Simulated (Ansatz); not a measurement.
# Al: enthalpy against pressure

Al, P6_3/mmc, a = 2.804 Å, c = 4.676 Å. This isn't the element's structure at ambient conditions. Ansatz: PBE+D3(BJ), PAW, 420 eV, Γ-centred 18×18×10 mesh on 2 atoms, Gaussian smearing 0.10 eV; no spin polarisation. Cell and atoms are relaxed at each pressure, and no other structure is tried, so the rows at high pressure may lie past a change of phase. y is the enthalpy over the state at zero pressure; there V0 = 15.919 Å³/atom. The pressures are the targets, met within 0.03 GPa.

| P (GPa) | y (eV/atom) |
| --- | --- |
| -1.0 | -0.0999 |
| 0.0 | 0.0000 |
| 1.0 | 0.0987 |
| 4.0 | 0.3884 |
| 12.0 | ? |
| 25.0 | 2.2249 |
| 50.0 | 4.1448 |
| 90.0 | 6.8704 |

**Question.** Fit y = c1 P + c2 P² + c3 P³ to the other rows, say what c1 and c2 mean, and predict the missing value.

**Answer.** Least squares on the rows shown. y = 0.096995 P − 0.00034854 P² + 1.3225×10⁻⁶ P³. Since dH/dP = V, c1 is V0: 0.096995 eV/GPa × 160.2 = 15.539 Å³ against 15.919; c2 = −V0/(2B0) gives B0 = 139 GPa, where a Birch–Murnaghan fit to the volumes of the same runs (not shown) gives 83 GPa: a cubic over this range folds the higher terms into c2. Above P = −c2/(3 c3) = 88 GPa the cubic's slope, the volume, would rise with pressure, so the form fails there. At P = 12.0 the fit asked for gives 1.1160 eV/atom. The run gave 1.1215 eV/atom, so the fit is 0.0055 eV/atom too low, within twice the rms miss on the fitted rows (0.0030 eV/atom).

The mesh isn't the same in all rows (18×18×10, 21×21×10).